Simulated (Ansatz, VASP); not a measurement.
**Si in VASP and in Ansatz**

```
Si
1.0
     0.00000    2.70358    2.70358
     2.70358    0.00000    2.70358
     2.70358    2.70358    0.00000
Si
2
Direct
  0.75000 0.75000 0.75000
  0.50000 0.50000 0.50000
```

Change from the starting cell: volume scaled by 0.98, PAW files.

Alike in both runs: task electric field gradients; functional r2SCAN; k mesh 10 × 10 × 10; occupations fermi-dirac, width 0.02 eV; no spin polarisation.

```csv
,VASP,Ansatz
version,VASP 6.6.1,Ansatz 0.2.0
potentials or method,"VASP PAW PBE potentials, release 64 (Si)","PAW with Ansatz's default frozen-core files, scalar-relativistic"
plane-wave cutoff (eV),520,500
valence electrons in the cell,8,8
```

```tsv
	VASP	Ansatz	Ansatz less VASP
gap on the k mesh at the Fermi level (eV)	0.76	0.74	-0.015
pressure (GPa)	1.8	2.1	+0.25
Vzz of the field gradient on the site that differs most (V/Å²)	0.0	0.0	0.00
```

The functional is the same, so the differences come from potentials, cutoffs and numerics.

Caveats: the PAW data sets were made with another functional, which shifts forces and pressure a little (VASP). A k mesh can miss the band edges.
